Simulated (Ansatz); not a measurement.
**Iron, simple cubic: HSE06 at the PBE geometry**

Aim: see what exact exchange does to the levels and moments, and what it costs. The geometry was relaxed under PBE beforehand and is kept. Exact exchange is dear, so the k-mesh is coarse, and PBE is run on the same mesh for comparison.

Method: DFT, plane waves (420 eV) with PBE-made PAW files, scalar-relativistic; functionals as named at each step, in Ansatz 0.2.0.

## (1) The starting structure

The structure is cubic, space group Pm-3m (No. 221). The conventional cell has a = 2.371 Å, b = 2.371 Å, c = 2.371 Å, α = 90.00°, β = 90.00°, γ = 90.00°. Fe (site symmetry m-3m) is surrounded by 6 Fe at 2.37 Å.

Coordinates:

```
CELL_PARAMETERS angstrom
2.37134 0.00000 0.00000
0.00000 2.37134 0.00000
0.00000 0.00000 2.37134
ATOMIC_POSITIONS crystal
Fe 0.00000 0.00000 0.00000
```

Starting moments (μB): +2.37.

## (2) PBE, coarse mesh

The run with PBE.

input.yaml

```yaml
crystal:
  lattice:
    - [2.3713437598, 0.0, 0.0]
    - [0.0, 2.3713437598, 0.0]
    - [0.0, 0.0, 2.3713437598]
  atoms:
    - { symbol: Fe, position: [0.0, 0.0, 0.0], spin: 2.367 }
hamiltonian:
  xc: pbe
  pseudopotentials:
    kind: paw
    azcp:
      Fe: "pseudopotentials/Fe.paw.azcp"
basis:
  ecutwfc: 420
  fft_grid_basis: typed
kpoints:
  mp_grid: { grid: [7, 7, 7], shift: [0, 0, 0] }
magnetization:
  spin_polarized: true
scf:
  occupations: { method: fermi_dirac, width: 0.1 }
```

The run is started by

```sh
ansatz run input.yaml --threads 4 --pin off --max-ram 8192MiB --backend cpu --events-out ev --progress --plain --runs-dir out
```

The program printed (excerpt; [...] marks lines left out):

```text
Warning: RAYON_NUM_THREADS=4 ignored (pool sized by the plan → 4); use --threads N
[...]
Pseudopotentials: kind: paw
Pseudopotential: Fe, paw, valence charge 16, recommended cutoff 420 eV (normal), <dir>
Functional definition: PBE
[...]
Crystal: 1 atoms, lattice volume = 13.335 Å³
Basis set: ecut = 420 eV, 251 PW (Γ)
Bands: 14, of which v1, the nominal top of the filled ones, is band 8 counted from 1 (7 counted from 0)
Symmetry: 48 space group operations
Space group: Pm-3m (ITA 221), of the structure as read, at distance tolerance 2.4e-5 Å
Magnetic group: BNS 221.92 (UNI 1594), of the structure as read, at distance tolerance 2.4e-5 Å
k-points: 20 of 343
[...]
Starting moments: Σ|m| = 2.367 μB on 1 of 1 site
[...]
SCF iter   1: F=—  HF=-4479.238717 eV  |F-HF|=—  |Δ(HF+E_count)|=         —  Δρ=7.95e-2 (↑2.32e-2 ↓7.95e-2)  dr2=5.66e-1  dr2_m=2.07e-1  M=2.412 μB ∫|m|=2.442 μB  β_m=0.30  ethr=3.10e-3  ⟨swp⟩=4.6  Hψ=2653  notcnv=0
[...]
SCF iter   9: F=-4479.726629 eV  HF=-4479.726629 eV  |F-HF|=2.26e-10  |Δ(HF+E_count)|=   1.89e-9  Δρ=1.53e-6 (↑1.53e-6 ↓2.84e-7)  dr2=2.38e-10  dr2_m=6.27e-11  M=2.405 μB ∫|m|=2.466 μB  ethr=2.51e-11  ⟨swp⟩=1.2  Hψ=1548  notcnv=0
[...]
SCF converged after 9 iterations
Magnetization: 2.4054 μB (9.2027 up, 6.7973 down)
Absolute magnetization: 2.4657 μB (∫|ρ↑−ρ↓|, with the PAW one-centre terms)
Spin contamination: 0.0289 ħ² per cell (⟨S²⟩ above its minimum at these occupations)
Per-site moments (μB) at R_I (Å): [(2.3631768517688156, 0.9781793009174999)]
Free energy (F): -4479.726629 eV
[...]
E sigma→0 (E₀):  -4479.712311 eV
Entropy (-TS):   -0.028638 eV (-28.638 meV/atom)
Fermi energy:    15.483023 eV
[...]
```

Wall time 0.49 s (4 threads of Arm Neoverse V1, shared host); peak memory 0.24 GiB.

## (3) HSE06, coarse mesh

The run with HSE06.

Edit input.yaml of step 2 so:

```diff
@@ -8,3 +8,3 @@
 hamiltonian:
-  xc: pbe
+  xc: hse06
   pseudopotentials:
@@ -22 +22,6 @@
   occupations: { method: fermi_dirac, width: 0.1 }
+output:
+  write_density: true
+  write_potential: true
+  elf: true
+  volumetric_format: npy
```

The run is started by

```sh
ansatz run input.yaml --threads 4 --pin off --max-ram 8192MiB --backend cpu --events-out ev --progress --plain --runs-dir out
```

The program printed:

```text
Warning: RAYON_NUM_THREADS=4 ignored (pool sized by the plan → 4); use --threads N
Engine: ansatz 0.2.0, aarch64-unknown-linux-gnu
[... 2 set-up lines as earlier in the session ...]
Functional definition: HSE06
  parameter a = 0.25
  parameter omega = 0.11/bohr
  exchange = pbe_x - a*pbe_x_sr(omega) + a*exact_x_sr(omega)
  correlation = pbe_c
Crystal: 1 atoms, lattice volume = 13.335 Å³
Basis set: ecut = 420 eV, 251 PW (Γ)
Bands: 14, of which v1, the nominal top of the filled ones, is band 8 counted from 1 (7 counted from 0)
[... 2 set-up lines as earlier in the session ...]
Magnetic group: BNS 221.92 (UNI 1594), of the structure as read, at distance tolerance 2.4e-5 Å
k-points: 20 of 343
Non-local potential: Fe, projectors of the file, l = 0: 3, l = 1: 2, l = 2: 3, l = 3: 1
PAW form: soft (Blöchl's): semilocal exchange-correlation on the pseudo side does not see the compensation charge
PAW frozen core: Fe, regenerated for the run's functional, and the local potential with it (the file was generated under x = pbe(κ = 0.804, μ = 0.2195149727645171), c = pbe(β = 0.06672455060314922))
PAW one-centre angular grid: Fe, 590 points (default); XC on 64 Gauss nodes
Initial density: superposition of atomic densities (chi_scale 0.1, normalization cell)
Starting moments: Σ|m| = 2.367 μB on 1 of 1 site
Initial wavefunctions: pseudopotential atomic-orbital guess
Functional: x = pbe(κ = 0.804, μ = 0.2195149727645171), c = pbe(β = 0.06672455060314922), warm-up for x = pbe(κ = 0.804, μ = 0.2195149727645171) + 0.25 (exact − pbe) at short range (hse, ω = 0.20786987370883472 Å⁻¹), c = pbe(β = 0.06672455060314922); HSE06 as pw.x's `hse` composes it (authors' and Libxc's form: `xc: wpbeh`)
iter 1 solved again at ethr=1.62e-4 eV; its pass at ethr=1.00e-1 eV (dr2=2.59e-2 eV) is discarded
SCF iter   1: F=—  HF=-4479.497065 eV  |F-HF|=—  |Δ(HF+E_count)|=         —  Δρ=3.89e-2 (↑2.55e-2 ↓3.89e-2)  dr2=2.52e-2  dr2_m=1.16e-1  M=2.381 μB ∫|m|=2.386 μB  β_m=1.00  ethr=1.62e-4  ⟨swp⟩=4.3  Hψ=3551  notcnv=0
preconditioner: auto → none  [metal: Δε(μ)=0.128 eV  Ē_g=13.537 eV  σ=0.100 eV  W_gap=0.29  n_scr=6 (ndim 8)  ℏωp=28.8 eV  f_vac=0.000  D(μ)=1.65/eV (n_scr^D=26)  sad-step TF]
SCF iter   2: F=—  HF=-4479.580880 eV  |F-HF|=—  |Δ(HF+E_count)|=   8.38e-2  Δρ=1.84e-2 (↑8.16e-3 ↓1.84e-2)  dr2=2.22e-2  dr2_m=9.23e-3  M=2.396 μB ∫|m|=2.430 μB  β_m=1.00  ethr=1.57e-4  ⟨swp⟩=3.2  Hψ=1527  notcnv=0
SCF iter   3: F=—  HF=-4479.628700 eV  |F-HF|=—  |Δ(HF+E_count)|=   4.78e-2  Δρ=8.98e-3 (↑6.18e-3 ↓8.98e-3)  dr2=8.59e-3  dr2_m=1.06e-3  M=2.401 μB ∫|m|=2.447 μB  β_m=1.00  ethr=1.39e-4  ⟨swp⟩=2.6  Hψ=1087  notcnv=0
SCF iter   4: F=—  HF=-4479.668624 eV  |F-HF|=—  |Δ(HF+E_count)|=   3.99e-2  Δρ=3.22e-3 (↑3.22e-3 ↓1.61e-3)  dr2=9.91e-4  dr2_m=3.57e-4  M=2.406 μB ∫|m|=2.457 μB  β_m=1.00  ethr=5.37e-5  ⟨swp⟩=3.0  Hψ=1216  notcnv=0
SCF iter   5: F=—  HF=-4479.694949 eV  |F-HF|=—  |Δ(HF+E_count)|=   2.63e-2  Δρ=1.99e-3 (↑1.99e-3 ↓1.05e-3)  dr2=3.55e-4  dr2_m=1.07e-4  M=2.408 μB ∫|m|=2.461 μB  β_m=1.00  ethr=6.20e-6  ⟨swp⟩=3.0  Hψ=970  notcnv=0
iter 6 solved again at ethr=1.53e-7 eV; its pass at ethr=2.22e-6 eV (dr2=2.45e-5 eV) is discarded
SCF iter   6: F=—  HF=-4479.709306 eV  |F-HF|=—  |Δ(HF+E_count)|=   1.44e-2  Δρ=6.45e-4 (↑5.04e-4 ↓6.45e-4)  dr2=2.39e-5  dr2_m=3.12e-5  M=2.408 μB ∫|m|=2.463 μB  β_m=0.30  ethr=1.53e-7  ⟨swp⟩=3.0  Hψ=2000  notcnv=0
Mixer restart at iter 6: flushing history
spin-set hold released at iteration 6 (site moments contracting): the magnetisation degrees of freedom join the quasi-Newton model from the next iteration; the mixer history was flushed
SCF iter   7: F=—  HF=-4479.717738 eV  |F-HF|=—  |Δ(HF+E_count)|=   8.43e-3  Δρ=7.23e-4 (↑5.96e-4 ↓7.23e-4)  dr2=7.27e-6  dr2_m=4.93e-5  M=2.408 μB ∫|m|=2.464 μB  β_m=0.65  ethr=1.49e-7  ⟨swp⟩=4.0  Hψ=1367  notcnv=0
[... 6 lines left out ...]
SCF 1 converged in 13 iterations: F = -4479.726837 eV  dr2 = 3.76e-11
Initial density: handed on by an earlier stage of this run
Starting moments: Σ|m| = 2.367 μB on 1 of 1 site; this step starts from the density that it was given
Initial wavefunctions: those handed on with the density
Functional: x = pbe(κ = 0.804, μ = 0.2195149727645171) + 0.25 (exact − pbe) at short range (hse, ω = 0.20786987370883472 Å⁻¹), c = pbe(β = 0.06672455060314922); HSE06 as pw.x's `hse` composes it (authors' and Libxc's form: `xc: wpbeh`)
Exchange kernel: α = 0.2500, screened, ω = 0.2079 Å⁻¹, Wigner–Seitz truncation, v(0) = 1037.8153 eV·Å³, q-mesh 7×7×7, nearest image of the exchange supercell L = 16.60 Å, pair-density grid 12×12×12, without the augmentation charges, whose exchange is taken in its separable form by FFT convolution over the k-point mesh (sized by the pseudopotential files, 16×16×16 at the most), smooth part of the exact exchange by density-matrix convolution
Frozen-core exchange: fock
[... 3 lines left out ...]
preconditioner: auto → none  [metal: Δε(μ)=0.091 eV  Ē_g=15.990 eV  σ=0.100 eV  W_gap=0.22  n_scr=6 (ndim 8)  ℏωp=28.8 eV  f_vac=0.000  D(μ)=1.18/eV (n_scr^D=18)]
[... 8 lines left out ...]
SCF 2 converged in 9 iterations: F = -4478.099843 eV  dr2 = 5.86e-10
hybrid outer 1: dexx = +2.020e-1 eV, tail = 3.43e-1 eV
Exchange kernel: α = 0.2500, screened, ω = 0.2079 Å⁻¹, Wigner–Seitz truncation, v(0) = 1037.8153 eV·Å³, q-mesh 7×7×7, nearest image of the exchange supercell L = 16.60 Å, pair-density grid 12×12×12, without the augmentation charges, whose exchange is taken in its separable form by FFT convolution over the k-point mesh (sized by the pseudopotential files, 16×16×16 at the most), smooth part of the exact exchange by density-matrix convolution
Frozen-core exchange: fock
[... 1 line left out ...]
preconditioner: auto → none  [metal: Δε(μ)=0.129 eV  Ē_g=16.319 eV  σ=0.100 eV  W_gap=0.31  n_scr=6 (ndim 8)  ℏωp=28.8 eV  f_vac=0.000  D(μ)=0.97/eV (n_scr^D=6)]
[... 6 lines left out ...]
SCF 3 converged in 6 iterations: F = -4478.350601 eV  dr2 = 1.89e-9
hybrid outer 2: dexx = +1.723e-2 eV, tail = 2.47e-2 eV, magnetization grown 1.0505 times (not accepted), Δε = 1.08e0 eV (about 6.34e-1 eV left of the loop's levels)
Exchange kernel: α = 0.2500, screened, ω = 0.2079 Å⁻¹, Wigner–Seitz truncation, v(0) = 1037.8153 eV·Å³, q-mesh 7×7×7, nearest image of the exchange supercell L = 16.60 Å, pair-density grid 12×12×12, without the augmentation charges, whose exchange is taken in its separable form by FFT convolution over the k-point mesh (sized by the pseudopotential files, 16×16×16 at the most), smooth part of the exact exchange by density-matrix convolution
Frozen-core exchange: fock
[... 1 line left out ...]
preconditioner: auto → none  [metal: Δε(μ)=0.222 eV  Ē_g=16.384 eV  σ=0.100 eV  W_gap=0.48  n_scr=6 (ndim 8)  ℏωp=28.8 eV  f_vac=0.000  D(μ)=0.87/eV (n_scr^D=6)]
[... 5 lines left out ...]
eigensolver tolerance schedule: the retry pair's looser diagonalisation over-reported the residual by 0.11 of it (diagonalisation noise at 0.11 of the residual, at the tolerance the schedule requests for it); recorded, not acted on — ethr = c·dr2/N_el stays at c = 1.0e-1
[... 1 line left out ...]
SCF 4 converged in 6 iterations: F = -4478.373581 eV  dr2 = 4.64e-10
hybrid outer 3: dexx = +2.477e-3 eV, tail = 3.39e-3 eV, magnetization grown 1.0094 times (not accepted), Δε = 2.35e-1 eV (about 1.52e-1 eV left of the loop's levels)
Exchange kernel: α = 0.2500, screened, ω = 0.2079 Å⁻¹, Wigner–Seitz truncation, v(0) = 1037.8153 eV·Å³, q-mesh 7×7×7, nearest image of the exchange supercell L = 16.60 Å, pair-density grid 12×12×12, without the augmentation charges, whose exchange is taken in its separable form by FFT convolution over the k-point mesh (sized by the pseudopotential files, 16×16×16 at the most), smooth part of the exact exchange by density-matrix convolution
Frozen-core exchange: fock
[... 1 line left out ...]
preconditioner: auto → none  [metal: Δε(μ)=0.194 eV  Ē_g=16.407 eV  σ=0.100 eV  W_gap=0.39  n_scr=6 (ndim 8)  ℏωp=28.8 eV  f_vac=0.000  D(μ)=0.82/eV (n_scr^D=6)]
[... 3 lines left out ...]
SCF 5 stopped early in 3 iterations: F = -4478.378112 eV  dr2 = 7.83e-5
hybrid outer 4: dexx = +1.236e-3 eV, tail = 3.49e-3 eV, Δε = 1.44e-1 eV (about 7.53e-2 eV left of the loop's levels)
Exchange kernel: α = 0.2500, screened, ω = 0.2079 Å⁻¹, Wigner–Seitz truncation, v(0) = 1037.8153 eV·Å³, q-mesh 7×7×7, nearest image of the exchange supercell L = 16.60 Å, pair-density grid 12×12×12, without the augmentation charges, whose exchange is taken in its separable form by FFT convolution over the k-point mesh (sized by the pseudopotential files, 16×16×16 at the most), smooth part of the exact exchange by density-matrix convolution
Frozen-core exchange: fock
[... 1 line left out ...]
preconditioner: auto → none  [metal: Δε(μ)=0.092 eV  Ē_g=16.449 eV  σ=0.100 eV  W_gap=0.22  n_scr=6 (ndim 8)  ℏωp=28.8 eV  f_vac=0.000  D(μ)=0.77/eV (n_scr^D=6)]
[... 2 lines left out ...]
SCF iter   3: F=—  HF=-4478.378292 eV  |F-HF|=—  |Δ(HF+E_count)|=   2.69e-6  Δρ=7.59e-5 (↑7.59e-5 ↓4.90e-5)  dr2=1.16e-5  dr2_m=9.17e-8  M=2.996 μB ∫|m|=3.164 μB  β_m=0.53  ethr=2.41e-9  ⟨swp⟩=3.4  Hψ=1082  notcnv=0
SCF iter   4: F=—  HF=-4478.378328 eV  |F-HF|=—  |Δ(HF+E_count)|=   3.53e-5  Δρ=1.54e-4 (↑5.52e-5 ↓1.54e-4)  dr2=2.17e-6  dr2_m=1.15e-6  M=2.996 μB ∫|m|=3.164 μB  β_m=0.53  ethr=2.41e-9  ⟨swp⟩=4.1  Hψ=1432  notcnv=0
SCF iter   5: F=—  HF=-4478.378328 eV  |F-HF|=—  |Δ(HF+E_count)|=   4.60e-7  Δρ=4.45e-6 (↑4.45e-6 ↓3.78e-6)  dr2=1.75e-6  dr2_m=1.69e-9  M=2.996 μB ∫|m|=3.164 μB  β_m=0.63  ethr=2.41e-9  ⟨swp⟩=3.0  Hψ=988  notcnv=0
SCF iter   6: F=—  HF=-4478.378334 eV  |F-HF|=—  |Δ(HF+E_count)|=   6.10e-6  Δρ=6.76e-5 (↑3.40e-5 ↓6.76e-5)  dr2=3.44e-7  dr2_m=2.81e-7  M=2.996 μB ∫|m|=3.164 μB  β_m=0.63  ethr=4.35e-12  ⟨swp⟩=5.1  Hψ=2158  notcnv=0
SCF iter   7: F=—  HF=-4478.378334 eV  |F-HF|=—  |Δ(HF+E_count)|=   1.10e-7  Δρ=1.42e-6 (↑1.42e-6 ↓6.79e-7)  dr2=3.08e-7  dr2_m=9.60e-11  M=2.996 μB ∫|m|=3.164 μB  β_m=0.72  ethr=4.35e-12  ⟨swp⟩=5.0  Hψ=1618  notcnv=0
Mixer restart at iter 7: flushing history
SCF iter   8: F=—  HF=-4478.378335 eV  |F-HF|=—  |Δ(HF+E_count)|=   1.06e-6  Δρ=3.11e-5 (↑1.18e-5 ↓3.11e-5)  dr2=7.25e-8  dr2_m=5.17e-8  M=2.996 μB ∫|m|=3.164 μB  β_m=0.72  ethr=1.00e-12  ⟨swp⟩=5.2  Hψ=1698  notcnv=0
SCF iter   9: F=-4478.378336 eV  HF=-4478.378336 eV  |F-HF|=5.24e-9  |Δ(HF+E_count)|=   1.79e-7  Δρ=1.88e-5 (↑1.88e-5 ↓1.33e-5)  dr2=2.81e-8  dr2_m=2.48e-8  M=2.996 μB ∫|m|=3.164 μB  ethr=1.00e-12  ⟨swp⟩=5.0  Hψ=1716  notcnv=0
SCF 6 converged in 9 iterations: F = -4478.378336 eV  dr2 = 2.81e-8
hybrid outer 5: dexx = +7.070e-5 eV, tail = 6.33e-6 eV, Δε = 3.55e-2 eV (about 1.07e-2 eV left of the loop's levels)
Exchange kernel: α = 0.2500, screened, ω = 0.2079 Å⁻¹, Wigner–Seitz truncation, v(0) = 1037.8153 eV·Å³, q-mesh 7×7×7, nearest image of the exchange supercell L = 16.60 Å, pair-density grid 12×12×12, without the augmentation charges, whose exchange is taken in its separable form by FFT convolution over the k-point mesh (sized by the pseudopotential files, 16×16×16 at the most), smooth part of the exact exchange by density-matrix convolution
Frozen-core exchange: fock
SCF iter   1: F=—  HF=-4478.378335 eV  |F-HF|=—  |Δ(HF+E_count)|=         —  Δρ=2.18e-5 (↑2.18e-5 ↓1.83e-5)  dr2=1.47e-8  dr2_m=3.90e-8  M=2.996 μB ∫|m|=3.164 μB  β_m=0.30  ethr=8.88e-9  ⟨swp⟩=2.8  Hψ=1167  notcnv=0
preconditioner: auto → none  [metal: Δε(μ)=0.094 eV  Ē_g=16.448 eV  σ=0.100 eV  W_gap=0.23  n_scr=6 (ndim 8)  ℏωp=28.8 eV  f_vac=0.000  D(μ)=0.75/eV (n_scr^D=6)]
SCF iter   2: F=-4478.378335 eV  HF=-4478.378335 eV  |F-HF|=6.25e-9  |Δ(HF+E_count)|=   8.95e-9  Δρ=1.66e-5 (↑1.12e-5 ↓1.66e-5)  dr2=3.22e-9  dr2_m=2.08e-8  M=2.996 μB ∫|m|=3.164 μB  ethr=8.61e-11  ⟨swp⟩=3.5  Hψ=1170  notcnv=0
SCF 7 converged in 2 iterations: F = -4478.378335 eV  dr2 = 3.22e-9
hybrid outer 6: dexx = +6.543e-9 eV, tail = 8.41e-8 eV, Δε = 4.95e-4 eV (about 5.62e-4 eV left of the loop's levels)
this state was not tested for a lower state beside it, because the functional holds exact exchange (a hybrid, or Hartree-Fock), whose exchange loop this test does not read (fock_operator); the stability check (scf.self_checks: high) cannot read this state: a pseudopotential is PAW: the check reads norm-conserving sets alone
hybrid SCF converged: 6 outer / 35 inner (+13 warm-up), last move |dexx| = 6.54e-9 eV, tail = 8.41e-8 eV
Magnetization: 2.9957 μB (9.4979 up, 6.5021 down)
Absolute magnetization: 3.1638 μB (∫|ρ↑−ρ↓|, with the PAW one-centre terms)
Spin contamination: 0.1090 ħ² per cell (⟨S²⟩ above its minimum at these occupations)
Per-site moments (μB) at R_I (Å): [(3.0358572853039276, 0.9781793009174999)]
Free energy (F): -4478.378335 eV
Frozen-core exchange: fock
Harris-Foulkes:  -4478.378335 eV  (|F-HF|=6.25e-9)
Internal energy: -4478.354210 eV  (E = F + TS)
E sigma→0 (E₀):  -4478.366273 eV
Entropy (-TS):   -0.024125 eV (-24.125 meV/atom)
Fermi energy:    15.797191 eV
--- Per-component energies (eV) ---
  E_band       = -307.776396
  E_kinetic    = 349.353348
  E_local      = -2346.082248  (includes V_loc(G=0)·N_el)
  E_nonlocal   = 226.962461
  E_hartree    = 984.945396
  E_xc         = -93.206697
  E_vxc        = -118.860535  (∫ρ·V_xc dr)
  E_exx        = -74.880071  (= α·E_x^exact, valence–valence)
  E_paw        = -1319.920901  (= ΣΔE_a)
  E_vpaw       = -239.280482  (= ΣTr[D̂ρ^β])
  E_aug_tail   = 0.000811  (compensation charges beyond the density's cutoff)
  E_ewald      = -2205.322590
  E_core_change = -0.203720  (= ΣΔE_core)
  E_smearing   = -0.024125  (= −TS)
  E_closure    = -0.000000  (closes the sum)
  Σ components = -4478.378335   (vs F -4478.378335, Δ=9.09e-13)
--- Band table (eV; the first three rows and the last of 40) ---
  k-point 0 ↑: bands = ["-79.2089", "-43.5821", "-43.5821", "-43.5821", "6.4092", "9.2144", "9.2144", "12.4034", "12.4034", "12.4034", "34.9173", "34.9173"]
  k-point 1 ↑: bands = ["-79.1984", "-43.6642", "-43.5759", "-43.5759", "7.0594", "9.3040", "9.5859", "12.1598", "12.1598", "12.4237", "30.3216", "35.7423"]
  k-point 2 ↑: bands = ["-79.1748", "-43.8473", "-43.5621", "-43.5621", "8.5385", "9.5102", "10.8580", "11.6441", "11.6441", "12.4697", "24.7122", "37.9958"]
  k-point 19 ↓: bands = ["-74.4827", "-39.0224", "-39.0171", "-39.0171", "14.7361", "15.3140", "15.3140", "19.0633", "19.0633", "26.1327", "28.6270", "28.9274"]
  guard bands above this table: 2 of the run's 14 bands. The solve was not asked for them (output.publish_guard_bands: true or output.eigenvalues: true publishes all)
```

It took 9.3 s on 4 threads of Arm Neoverse V1, shared host; peak memory 0.63 GiB.

Density in a lattice plane of the grid's cell (edges 2.37 and 2.37 Å, at 0.000 of the third edge), which holds Fe. It is the smooth density of the valence electrons, not physical close to the nuclei.

Values in e/Å³, 12 rows by 12 columns:
```
27.50 21.19 10.41  3.71  1.04  0.49  0.39  0.49  1.04  3.71 10.41 21.19
13.34 10.41  5.27  1.91  0.64  0.39  0.32  0.39  0.64  1.91  5.27 10.41
 4.68  3.71  1.91  0.77  0.40  0.29  0.26  0.29  0.40  0.77  1.91  3.71
 1.27  1.04  0.64  0.40  0.28  0.23  0.22  0.23  0.28  0.40  0.64  1.04
 0.53  0.49  0.39  0.29  0.23  0.20  0.19  0.20  0.23  0.29  0.39  0.49
 0.42  0.39  0.32  0.26  0.22  0.19  0.19  0.19  0.22  0.26  0.32  0.39
 0.53  0.49  0.39  0.29  0.23  0.20  0.19  0.20  0.23  0.29  0.39  0.49
 1.27  1.04  0.64  0.40  0.28  0.23  0.22  0.23  0.28  0.40  0.64  1.04
 4.68  3.71  1.91  0.77  0.40  0.29  0.26  0.29  0.40  0.77  1.91  3.71
13.34 10.41  5.27  1.91  0.64  0.39  0.32  0.39  0.64  1.91  5.27 10.41
27.50 21.19 10.41  3.71  1.04  0.49  0.39  0.49  1.04  3.71 10.41 21.19
35.81 27.50 13.34  4.68  1.27  0.53  0.42  0.53  1.27  4.68 13.34 27.50
```
Columns run along the first of these edges and rows up along the second, over one cell in 12 and 12 even steps from the bottom left corner. Atoms in the plane (fractional): Fe at (0.00, 0.00).

Spin density (up less down) in a lattice plane of the grid's cell (edges 2.37 and 2.37 Å, at 0.000 of the third edge), which holds Fe.

Values in e/Å³, 12 rows by 12 columns:
```
 6.04  4.65  2.08  0.57  0.12  0.01 -0.01  0.01  0.12  0.57  2.08  4.65
 2.34  2.08  1.27  0.46  0.12  0.02 -0.01  0.02  0.12  0.46  1.27  2.08
 0.53  0.57  0.46  0.22  0.08  0.01 -0.01  0.01  0.08  0.22  0.46  0.57
 0.10  0.12  0.12  0.08  0.03  0.00 -0.01  0.00  0.03  0.08  0.12  0.12
 0.00  0.01  0.02  0.01  0.00 -0.02 -0.02 -0.02  0.00  0.01  0.02  0.01
-0.02 -0.01 -0.01 -0.01 -0.01 -0.02 -0.02 -0.02 -0.01 -0.01 -0.01 -0.01
 0.00  0.01  0.02  0.01  0.00 -0.02 -0.02 -0.02  0.00  0.01  0.02  0.01
 0.10  0.12  0.12  0.08  0.03  0.00 -0.01  0.00  0.03  0.08  0.12  0.12
 0.53  0.57  0.46  0.22  0.08  0.01 -0.01  0.01  0.08  0.22  0.46  0.57
 2.34  2.08  1.27  0.46  0.12  0.02 -0.01  0.02  0.12  0.46  1.27  2.08
 6.04  4.65  2.08  0.57  0.12  0.01 -0.01  0.01  0.12  0.57  2.08  4.65
 8.22  6.04  2.34  0.53  0.10  0.00 -0.02  0.00  0.10  0.53  2.34  6.04
```
Columns run along the first of these edges and rows up along the second, over one cell in 12 and 12 even steps from the bottom left corner. Atoms in the plane (fractional): Fe at (0.00, 0.00).

## (4) Side by side

```csv
functional,gap on the mesh,Fermi energy (eV),magnetic state,SCF cycles,exchange loops,CPU time
PBE,none (levels filled in part),15.483,"ferromagnetic, up to 2.36 μB per atom",9,-,1.2 s
HSE06,none (levels filled in part),15.797,"ferromagnetic, up to 3.04 μB per atom",48,6,32 s
```

## (5) Outcome

| quantity | value |
| --- | --- |
| PBE: gap | none (levels filled in part) |
| PBE: magnetic state | ferromagnetic, up to 2.36 μB per atom |
| HSE06: gap | none (levels filled in part) |
| HSE06: magnetic state | ferromagnetic, up to 3.04 μB per atom |
| HSE06: SCF cycles, exchange loops | 48, 6 |
| HSE06: CPU time over that of PBE | 28 |

Both PBE and HSE06 leave levels filled in part. Moments change from 2.36 μB to 3.04 μB at most; exact exchange favours larger moments in itinerant magnets. HSE06 cost 28 times the CPU time of PBE. HSE06 needed 6 outer loops of the exchange operator. The total energies in the logs cannot be compared from one functional to another.
